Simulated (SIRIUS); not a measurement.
# MgTe under changes of volume

One of the cells (34.436 Å³/atom); the others are scaled copies at fixed shape and fractional positions:

```
CELL_PARAMETERS angstrom
0.00000 3.25340 3.25340
3.25340 0.00000 3.25340
3.25340 3.25340 0.00000
ATOMIC_POSITIONS crystal
Te 0.25000 0.25000 0.25000
Mg 0.00000 0.00000 0.00000
```

The cell comes from a database or a generator and needn't be the stable form of this composition.

- Program: SIRIUS 7.12.0
- Functional: PBEsol
- Potentials or basis: all-electron FP-LAPW
- Cutoff: 158 eV
- Basis: apw+lo standard
- k mesh: 7 × 7 × 7
- Occupations: fermi-dirac, width 0.05 eV
- Spin: no spin polarisation

```csv
volume (Å³/atom),energy over the lowest point (meV/atom),gap on the mesh (eV)
31.735,?,?
32.410,3.18,2.48
33.086,0.00,2.39
34.436,3.71,2.21
35.111,9.66,2.13
35.787,17.68,2.06
```

Task: What does the run at 31.735 Å³/atom give?

Result: Energy over the lowest point 9.67 meV/atom; gap on the mesh 2.57 eV.

Worked out: A Birch-Murnaghan fit of order 3 (a polynomial in V^(-2/3)) to the other rows has its minimum at 33.34 Å³/atom with B0 = V·E''(V) = 39 GPa and B' = 7.2. It gives 10.55 meV/atom at 31.735 Å³/atom, against the run's 9.67. A straight line through the other rows of the gap, of slope -4.29 eV per unit of ln V (its deformation potential), extrapolates to 2.57 eV, against the run's 2.57.

Energies are extrapolated to zero smearing.

Caveats: spin-orbit coupling is left out, which moves the levels of the heavy elements; an odd mesh through Γ misses points on the zone boundary, where band edges often lie (some runs).
